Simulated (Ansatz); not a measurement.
# Ionic part of the dielectric constant of ZrO2 at 9 GPa, mode by mode

These are results of DFT PBE, scalar-relativistic, plane waves, PAW in Ansatz 0.2.0, not measurements. Settings: 420 eV plane-wave cutoff, Γ-centred 8×8×8 mesh, fixed occupations. No spin polarisation. Phonons by linear response, acoustic sum rule imposed.

Symmetry: Fm-3m, No. 225, cubic system. Conventional cell: a = 5.056 Å, b = 5.056 Å, c = 5.056 Å, α = 90.00°, β = 90.00°, γ = 90.00°. Zr (site symmetry m-3m) is surrounded by 8 O at 2.19 Å. O (site symmetry -43m) has 4 Zr at 2.19 Å as nearest neighbours.

Other phases may be more stable at this pressure.

The primitive cell has V = 32.31 Å³ and ε∞,xx = 5.767. Each polar mode adds Δε = (4.92064×10⁷/V)·S/ν² along x, with S its oscillator strength in e²/amu, ν in cm⁻¹ and V in Å³.

Task: From these modes, find each Δε and ε0,xx.
```tsv
ν (cm⁻¹)	S_xx (e²/amu)
259.4	1.397
```

Result:
| ν (cm⁻¹) | Δε |
| --- | --- |
| 259.4 | 31.62 |

The sum is 31.624, so ε0,xx = 37.39; the run's tensor has 37.39.

Task: Where do the longitudinal modes lie for a wave vector along x?

Result: At 660 cm⁻¹. The Lyddane–Sachs–Teller product Π(ν_LO/ν_TO)² = 6.48 matches ε0/ε∞ = 6.48.

This fluorite-type form isn't the usual stable structure of the compound at low pressure.

Cost: 1 run of about 0.68 core-minutes, on Arm Neoverse N1 (shared hosts).